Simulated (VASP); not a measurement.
# GaAs (F-43m) in VASP: convergence with k mesh

Aim: find how far k mesh must go before the results for GaAs settle, at PBE. This setting moves, with any that are tied to it; all else stays.

Everything below comes from runs of VASP 6.6.1. Logs are shortened: lines on timing, memory, paths and dates and some standing lists are left out, and cuts for length are marked.

### 1 The structure

It takes space group F-43m (No. 216, cubic). The conventional cell has a = 5.654 Å, b = 5.654 Å, c = 5.654 Å, α = 90.00°, β = 90.00°, γ = 90.00°. Around As (site symmetry -43m) lie 4 Ga at 2.45 Å. Around Ga (site symmetry -43m) lie 4 As at 2.45 Å.

### 2 With k mesh 2 × 2 × 2

Contents of POSCAR:

```
GaAs
1.0
    0.0000000000      2.8268500000      2.8268500000
    2.8268500000      0.0000000000      2.8268500000
    2.8268500000      2.8268500000      0.0000000000
As Ga
1 1
Direct
    0.7500000000      0.7500000000      0.7500000000
    0.0000000000      0.0000000000      0.0000000000
```

Contents of INCAR.step1:

```
SYSTEM = GaAs
PREC = Accurate
ENCUT = 450
EDIFF = 1E-8
ISMEAR = 0
SIGMA = 0.01
LREAL = .False.
LASPH = .True.
NELM = 60
ALGO = Fast
LWAVE = .True.
LCHARG = .False.
GGA = PE
```

Contents of INCAR.step2:

```
SYSTEM = GaAs
PREC = Accurate
ENCUT = 450
EDIFF = 1E-8
ISMEAR = 0
SIGMA = 0.01
LREAL = .False.
LASPH = .True.
NELM = 1
ALGO = Exact
LWAVE = .True.
LCHARG = .False.
GGA = PE
NBANDS = 109
LOPTICS = .True.
ISTART = 1
```

Contents of INCAR.step3:

```
SYSTEM = GaAs
PREC = Accurate
ENCUT = 450
EDIFF = 1E-8
ISMEAR = 0
SIGMA = 0.01
LREAL = .False.
LASPH = .True.
ALGO = EVGW0
LWAVE = .False.
LCHARG = .False.
GGA = PE
NELMGW = 1
NBANDS = 109
ENCUTGW = 120
NOMEGA = 48
PRECFOCK = Fast
ISTART = 1
NBANDSGW = 17
```

Contents of KPOINTS:

```
Automatic mesh
0
Gamma
  2 2 2
  0 0 0
```

Potentials or basis: VASP PAW PBE potentials, release 64 (As_GW, Ga_d_GW).

Started as:

```
cat potpaw_PBE.64/As_GW/POTCAR potpaw_PBE.64/Ga_d_GW/POTCAR > POTCAR
cp INCAR.step1 INCAR
mpirun -np 1 vasp_std > vasp.out
cp INCAR.step2 INCAR
mpirun -np 1 vasp_std > vasp.out
cp INCAR.step3 INCAR
mpirun -np 1 vasp_std > vasp.out
```

OUTCAR:

```text
SYSTEM = GaAs
   PREC = Accurate
   ENCUT = 450
   EDIFF = 1E-8
   ISMEAR = 0
   LREAL = .False.
   LASPH = .True.
   GGA = PE
   NELMGW = 1
   ENCUTGW = 120
   PRECFOCK = Fast
   ISTART = 1

 Found      3 irreducible k-points:

 Following reciprocal coordinates:
            Coordinates               Weight
  0.000000  0.000000  0.000000      1.000000
  0.500000  0.000000  0.000000      4.000000
  0.500000  0.500000  0.000000      3.000000
   k-points           NKPTS =      3   k-points in BZ     NKDIM =      8   number of bands    NBANDS=    109
   number of dos      NEDOS =    301   number of ions     NIONS =      2
   total plane-waves  NPLWV =  21952
   dimension x,y,z NGX =    28 NGY =   28 NGZ =   28
   dimension x,y,z NGXF=    56 NGYF=   56 NGZF=   56
   ions per type =               1   1
   NGX,Y,Z   is equivalent  to a cutoff of  11.64, 11.64, 11.64 a.u.
   NGXF,Y,Z  is equivalent  to a cutoff of  23.29, 23.29, 23.29 a.u.
 SYSTEM =  GaAs
   PREC   = accura    normal or accurate (medium, high low for compatibility)
   ISTART =      1    job   : 0-new  1-cont  2-samecut
   ICHARG =      0    charge: 1-file 2-atom 10-const
   ISPIN  =      1    spin polarized calculation?
   LNONCOLLINEAR =      F non collinear calculations
   LSORBIT =      F    spin-orbit coupling
   LASPH  =      T    aspherical Exc in radial PAW
   ENCUT  =  450.0 eV  33.07 Ry    5.75 a.u.   6.91  6.91  6.91*2*pi/ulx,y,z
   NELM   =     60;   NELMIN=  2; NELMDL=  0     # of ELM steps
   EDIFF  = 0.1E-07   stopping-criterion for ELM
   LREAL  =      F    real-space projection
   EDIFFG = 0.1E-06   stopping-criterion for IOM
   NSW    =      0    number of steps for IOM
   IBRION =     -1    ionic relax: 0-MD 1-quasi-New 2-CG
   NFREE  =      0    steps in history (QN), initial steepest desc. (CG)
   ISIF   =      0    stress and relaxation
   ISYM   =      3    0-nonsym 1-usesym 2-fastsym
   POTIM  = 0.5000    time-step for ionic-motion
   TEBEG  =    0.0;   TEEND  =   0.0 temperature during run
   PSTRESS=    0.0 pullay stress
   NELECT =      18.0000    total number of electrons
   NUPDOWN=      -1.0000    fix difference up-down
   EMIN   =  10.00;   EMAX   =-10.00  energy-range for DOS
   EFERMI =   0.00;   METHOD = LEGACY
   ISMEAR =     0;   SIGMA  =   0.01  broadening in eV -4-tet -1-fermi 0-gaus
   EFERMI_NEDOS =   21; number of points for ismear=-14 and -15
   IALGO  =     38    algorithm
   IMIX   =      4    mixing-type and parameters
     AMIX     =   0.40;   BMIX     =  1.00
     AMIX_MAG =   1.60;   BMIX_MAG =  1.00
  volume/ion in A,a.u.               =      22.59       152.44
  Fermi-wavevector in a.u.,A,eV,Ry     =   1.204628  2.276417 19.743799  1.451128
  Thomas-Fermi vector in A             =   2.340347
   LORBIT       =      0    0 simple, 1 ext, 2 COOP (PROOUT), +10 PAW based schemes
   GGA     = PE    functional components
   LHFCALC =     T    Hartree Fock is set to
   PRECFOCK=fast      Normal, Fast or Accurate (Low or Medium for compatibility)
   ENCUT4O =  -1.0   cutoff for four orbital integrals eV
   NKREDX  =     1    reduce k-point grid by
   NKREDY  =     1    reduce k-point grid by
   NKREDZ  =     1    reduce k-point grid by
   AEXX    =    1.0000 exact exchange contribution
   HFSCREEN=    0.0000 screening length (either q_TF or 0.3 A-1)
   HFSCREENC=   0.0000 screening length for correlation (either q_TF or 0.3 A-1)
   ENCUTFOCK=  -1.0 apply spherical cutoff to Coloumb kernel
   IVDW    =     0    specifies the selected vdW correction
   LEPSILON=     F    determine dielectric tensor
   LRPA    =     F    only Hartree local field effects (RPA)
   LRPAFORCE           =     F    calculate RPA forces
   ENCUTGW             = 120.0    cutoff for response function in eV
   ENCUTGWSOFT         =  96.0    soft cutoff for Coulomb kernel in GW response function in eV
   ENCUTLF             =  -1.0    cutoff for local field effects
   NELMGW              =     1    number of iterations in solving QP/BSE equation
   NELMHF              =     1    number of iterations in the inner HF iteration
   NKREDLFX            =     1    NKREDLFY  =   1   NKREDLFZ  =   1
 non-spin polarized calculation
 Gauss-broadening in eV      SIGMA  =   0.01
  energy-cutoff  :      450.00
  volume of cell :       45.18
 maximum number of plane-waves:       982
 NGX is ok and might be reduce to    28
  NGX = 16; NGY = 16; NGZ = 16
   NGX = 13   NGY = 13   NGZ = 13
 maximum number of plane-waves:       138

 QP shifts <psi_nk| G(iteration)W_0 |psi_nk>: iteration 1
 for sc-GW calculations column KS-energies equals QP-energies in previous step
 and V_xc(KS)=  KS-energies - (<T + V_ion + V_H > + <T+V_H+V_ion>^1  + <V_x>^1)

 k-point   1 :       0.0000    0.0000    0.0000
  band No.  KS-energies  QP-energies   sigma(KS)   V_xc(KS)     V^pw_x(r,r')   Z            occupation Imag(sigma)

      1     -10.9820     -13.4304     -25.1901     -21.7214     -35.1185       0.7059       2.0000       0.3426
      2     -10.9820     -13.4304     -25.1901     -21.7214     -35.1185       0.7059       2.0000       0.3426
      3     -10.9820     -13.4304     -25.1901     -21.7214     -35.1185       0.7059       2.0000       0.3426
      4     -10.9128     -13.3650     -25.2802     -21.8070     -35.1701       0.7060       2.0000       0.3120
      5     -10.9128     -13.3650     -25.2802     -21.8070     -35.1701       0.7060       2.0000       0.3120
      6      -8.5469      -8.9547     -11.6992     -11.1117     -17.9486       0.6940       2.0000       1.0345
[... 9 lines left out ...]
     16      14.0997      14.1194      -9.7735      -9.7985      -4.4359       0.7877       0.0000      -0.2583
     17      15.5672      15.1806      -7.9217      -7.4370      -2.0191       0.7976       0.0000      -0.5397

 k-point   2 :       0.5000    0.0000    0.0000
  band No.  KS-energies  QP-energies   sigma(KS)   V_xc(KS)     V^pw_x(r,r')   Z            occupation Imag(sigma)

      1     -11.0466     -13.4492     -24.8173     -21.4305     -34.6816       0.7094       2.0000       0.3841
      2     -10.9641     -13.4200     -25.2189     -21.7504     -35.1446       0.7080       2.0000       0.3391
      3     -10.9641     -13.4200     -25.2189     -21.7504     -35.1446       0.7080       2.0000       0.3391
      4     -10.9082     -13.3765     -25.2985     -21.8223     -35.1945       0.7100       2.0000       0.3129
      5     -10.9082     -13.3765     -25.2985     -21.8223     -35.1945       0.7100       2.0000       0.3129
      6      -6.7407      -7.2864     -12.8121     -12.0583     -18.4541       0.7238       2.0000       0.7821
[... 9 lines left out ...]
     16      15.9081      15.9447      -9.4689      -9.5150      -3.5721       0.7953       0.0000      -0.4630
     17      16.5532      16.7538      -9.9239     -10.1799      -3.6861       0.7838       0.0000      -0.5004

 k-point   3 :       0.5000    0.5000    0.0000
  band No.  KS-energies  QP-energies   sigma(KS)   V_xc(KS)     V^pw_x(r,r')   Z            occupation Imag(sigma)

      1     -11.0767     -13.4612     -24.7715     -21.3988     -34.6407       0.7070       2.0000       0.3855
      2     -10.9373     -13.3787     -25.1929     -21.7338     -35.0658       0.7058       2.0000       0.3161
      3     -10.9346     -13.4091     -25.3072     -21.8221     -35.2440       0.7100       2.0000       0.3345
      4     -10.9346     -13.4091     -25.3072     -21.8221     -35.2440       0.7100       2.0000       0.3345
      5     -10.9003     -13.3709     -25.3069     -21.8330     -35.2004       0.7112       2.0000       0.3093
      6      -5.9523      -6.5069     -13.0525     -12.3014     -18.3981       0.7384       2.0000       0.7653
[... 9 lines left out ...]
     16      17.4189      17.3941      -9.5382      -9.5067      -3.5830       0.7897       0.0000      -0.4139
     17      17.4433      17.3534      -9.9571      -9.8463      -4.2571       0.8116       0.0000      -0.4258
```

Run time: 17 s. Hardware: 1 thread of Intel Xeon 6975P-C (Granite Rapids), shared host; peak memory 0.24 GiB.

What came out:

```yaml
Band_gap_on_the_k_mesh_mean-field_level: 0.44 eV, direct
Quasiparticle_gap: 1.46 eV
Least_direct_quasiparticle_gap: 1.46 eV
```

### 3 With k mesh 3 × 3 × 3

POSCAR is that of step 2.

INCAR.step1 is that of step 2.

INCAR.step2 is that of step 2.

INCAR.step3 is that of step 2.

Contents of KPOINTS:

```
Automatic mesh
0
Gamma
  3 3 3
  0 0 0
```

Potentials or basis: VASP PAW PBE potentials, release 64 (As_GW, Ga_d_GW).

Started as:

```
cat potpaw_PBE.64/As_GW/POTCAR potpaw_PBE.64/Ga_d_GW/POTCAR > POTCAR
cp INCAR.step1 INCAR
mpirun -np 1 vasp_std > vasp.out
cp INCAR.step2 INCAR
mpirun -np 1 vasp_std > vasp.out
cp INCAR.step3 INCAR
mpirun -np 1 vasp_std > vasp.out
```

It took 34 s on 1 thread of Intel Xeon 6975P-C (Granite Rapids), shared host; peak memory 0.28 GiB.

What came out:

```yaml
Band_gap_on_the_k_mesh_mean-field_level: 0.49 eV, direct
Quasiparticle_gap: 1.45 eV
Least_direct_quasiparticle_gap: 1.45 eV
```

### 4 With k mesh 4 × 4 × 4

POSCAR is that of step 3.

INCAR.step1 is that of step 3.

INCAR.step2 is that of step 3.

INCAR.step3 is that of step 3.

Contents of KPOINTS:

```
Automatic mesh
0
Gamma
  4 4 4
  0 0 0
```

Started as:

```
cat potpaw_PBE.64/As_GW/POTCAR potpaw_PBE.64/Ga_d_GW/POTCAR > POTCAR
cp INCAR.step1 INCAR
mpirun -np 1 vasp_std > vasp.out
cp INCAR.step2 INCAR
mpirun -np 1 vasp_std > vasp.out
cp INCAR.step3 INCAR
mpirun -np 1 vasp_std > vasp.out
```

Wall time 76 s (1 thread of Intel Xeon 6975P-C (Granite Rapids), shared host); peak memory 0.34 GiB.

Results:

```yaml
Band_gap_on_the_k_mesh_mean-field_level: 0.50 eV, direct
Quasiparticle_gap: 1.41 eV
Least_direct_quasiparticle_gap: 1.41 eV
```

### 5 With k mesh 5 × 5 × 5

POSCAR is that of step 4.

INCAR.step1 is that of step 4.

INCAR.step2 is that of step 4.

INCAR.step3 is that of step 4.

Contents of KPOINTS:

```
Automatic mesh
0
Gamma
  5 5 5
  0 0 0
```

Started as:

```
cat potpaw_PBE.64/As_GW/POTCAR potpaw_PBE.64/Ga_d_GW/POTCAR > POTCAR
cp INCAR.step1 INCAR
mpirun -np 1 vasp_std > vasp.out
cp INCAR.step2 INCAR
mpirun -np 1 vasp_std > vasp.out
cp INCAR.step3 INCAR
mpirun -np 1 vasp_std > vasp.out
```

Run time: 2.8 min. Hardware: 1 thread of Intel Xeon 6975P-C (Granite Rapids), shared host; peak memory 0.44 GiB.

What came out:

```
Band gap on the k mesh, mean-field level : 0.51 eV, direct
Quasiparticle gap                        : 1.41 eV
Least direct quasiparticle gap           : 1.41 eV
```

### 6 With k mesh 6 × 6 × 6

POSCAR is that of step 5.

INCAR.step1 is that of step 5.

INCAR.step2 is that of step 5.

INCAR.step3 is that of step 5.

Contents of KPOINTS:

```
Automatic mesh
0
Gamma
  6 6 6
  0 0 0
```

Potentials or basis: VASP PAW PBE potentials, release 64 (As_GW, Ga_d_GW).

Started as:

```
cat potpaw_PBE.64/As_GW/POTCAR potpaw_PBE.64/Ga_d_GW/POTCAR > POTCAR
cp INCAR.step1 INCAR
mpirun -np 1 vasp_std > vasp.out
cp INCAR.step2 INCAR
mpirun -np 1 vasp_std > vasp.out
cp INCAR.step3 INCAR
mpirun -np 1 vasp_std > vasp.out
```

Run time: 8.2 min. Hardware: 1 thread of Intel Xeon 6975P-C (Granite Rapids), shared host; peak memory 0.68 GiB.

Results (log left out):

```
Band gap on the k mesh, mean-field level : 0.51 eV, direct
Quasiparticle gap                        : 1.41 eV
Least direct quasiparticle gap           : 1.41 eV
```

### 7 Summary

| k mesh | gap on the mesh (eV) | quasiparticle gap at the points computed (eV) | CPU time (s) | peak memory (GiB) |
| --- | --- | --- | --- | --- |
| 2 × 2 × 2 | 0.444 | 1.463 | 15 | 0.24 |
| 3 × 3 × 3 | 0.486 | 1.447 | 32 | 0.28 |
| 4 × 4 × 4 | 0.500 | 1.411 | 75 | 0.34 |
| 5 × 5 × 5 | 0.506 | 1.406 | 170 | 0.44 |
| 6 × 6 × 6 | 0.509 | 1.410 | 490 | 0.68 |

Against the tightest run, the gap on the mesh stays within 0.01 eV from 4 × 4 × 4 on; the quasiparticle gap at the points computed stays within 0.05 eV from 3 × 3 × 3 on. Meshes of other sizes hit other points, so gaps and Fermi surfaces needn't settle smoothly. The tightest run that finished is the yardstick and may itself not be fully converged.

Caveats: bands, screening cutoff and mesh are small and nothing is extrapolated, so the quasiparticle values aren't converged.
